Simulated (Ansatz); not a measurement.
## Equation of state of Si

```
CELL_PARAMETERS angstrom
0.00000 2.71547 2.71547
2.71547 0.00000 2.71547
2.71547 2.71547 0.00000
ATOMIC_POSITIONS crystal
Si 0.50000 0.50000 0.50000
Si 0.75000 0.75000 0.75000
```

Structure: COD 9011998, as refined from experiment and not relaxed.

All numbers are computed: DFT, PBE, all-electron LAPW, scalar-relativistic (Ansatz 0.2.0); DFT, PBE, PAW with Ansatz's default frozen-core files, scalar-relativistic (Ansatz 0.2.0).

For LAPW: a Γ-centred 11×11×11 k mesh, Fermi–Dirac smearing of 0.08 eV, basis error target 0.25 meV/atom, no spin polarisation. PAW takes a cutoff of 420 eV at this cell. The Ansatz runs share mesh, smearing and spin set-up. Plane-wave (PAW) pressures include the program's estimate of the Pulay term.

The cell above is scaled evenly, with fractional coordinates and shape held.

```json
{"V/V(cell)": "0.9400", "V (Å³/atom)": "18.822", "P, LAPW (GPa)": "8.78", "P, PAW (GPa)": "8.85", "gap on the k mesh, LAPW (eV)": "0.47", "free energy over the lowest listed, PAW (meV/atom)": "42.1"}
{"V/V(cell)": "0.9405", "V (Å³/atom)": "18.832", "P, LAPW (GPa)": "8.72", "P, PAW (GPa)": "8.78", "gap on the k mesh, LAPW (eV)": "0.47", "free energy over the lowest listed, PAW (meV/atom)": "41.5"}
{"V/V(cell)": "0.9600", "V (Å³/atom)": "19.222", "P, LAPW (GPa)": "6.28", "P, PAW (GPa)": "6.33", "gap on the k mesh, LAPW (eV)": "0.52", "free energy over the lowest listed, PAW (meV/atom)": "23.1"}
{"V/V(cell)": "0.9700", "V (Å³/atom)": "19.423", "P, LAPW (GPa)": "5.12", "P, PAW (GPa)": "5.16", "gap on the k mesh, LAPW (eV)": "0.54", "free energy over the lowest listed, PAW (meV/atom)": "16.0"}
{"V/V(cell)": "0.9800", "V (Å³/atom)": "19.623", "P, LAPW (GPa)": "4.01", "P, PAW (GPa)": "4.06", "gap on the k mesh, LAPW (eV)": "0.56", "free energy over the lowest listed, PAW (meV/atom)": "10.2"}
{"V/V(cell)": "0.9900", "V (Å³/atom)": "19.823", "P, LAPW (GPa)": "2.97", "P, PAW (GPa)": "3.01", "gap on the k mesh, LAPW (eV)": "0.58", "free energy over the lowest listed, PAW (meV/atom)": "5.8"}
{"V/V(cell)": "1.0000", "V (Å³/atom)": "20.023", "P, LAPW (GPa)": "1.97", "P, PAW (GPa)": "2.01", "gap on the k mesh, LAPW (eV)": "0.60", "free energy over the lowest listed, PAW (meV/atom)": "2.7"}
{"V/V(cell)": "1.0100", "V (Å³/atom)": "20.224", "P, LAPW (GPa)": "1.03", "P, PAW (GPa)": "1.06", "gap on the k mesh, LAPW (eV)": "0.62", "free energy over the lowest listed, PAW (meV/atom)": "0.8"}
{"V/V(cell)": "1.0200", "V (Å³/atom)": "20.424", "P, LAPW (GPa)": "0.13", "P, PAW (GPa)": "0.16", "gap on the k mesh, LAPW (eV)": "0.63", "free energy over the lowest listed, PAW (meV/atom)": "0.0"}
{"V/V(cell)": "1.0300", "V (Å³/atom)": "20.624", "P, LAPW (GPa)": "-0.72", "P, PAW (GPa)": "-0.69", "gap on the k mesh, LAPW (eV)": "0.65", "free energy over the lowest listed, PAW (meV/atom)": "0.3"}
{"V/V(cell)": "1.0400", "V (Å³/atom)": "20.824", "P, LAPW (GPa)": "-1.53", "P, PAW (GPa)": "-1.51", "gap on the k mesh, LAPW (eV)": "0.67", "free energy over the lowest listed, PAW (meV/atom)": "1.7"}
{"V/V(cell)": "1.0600", "V (Å³/atom)": "21.225", "P, LAPW (GPa)": "?", "P, PAW (GPa)": "?", "gap on the k mesh, LAPW (eV)": "?", "free energy over the lowest listed, PAW (meV/atom)": "?"}
```

(1) Fill in the row V/V(cell) = 1.0600.

(2) What do Birch–Murnaghan fits to the pressures give?

Results:

(1) P, LAPW (GPa) = -3.02, P, PAW (GPa) = -3.01, gap on the k mesh, LAPW (eV) = 0.70, free energy over the lowest listed, PAW (meV/atom) = 7.4.

(2) LAPW: V0 = 20.45 Å³/atom, B0 = 89 GPa, B0′ = 4.2; PAW: V0 = 20.46 Å³/atom, B0 = 89 GPa, B0′ = 4.2.
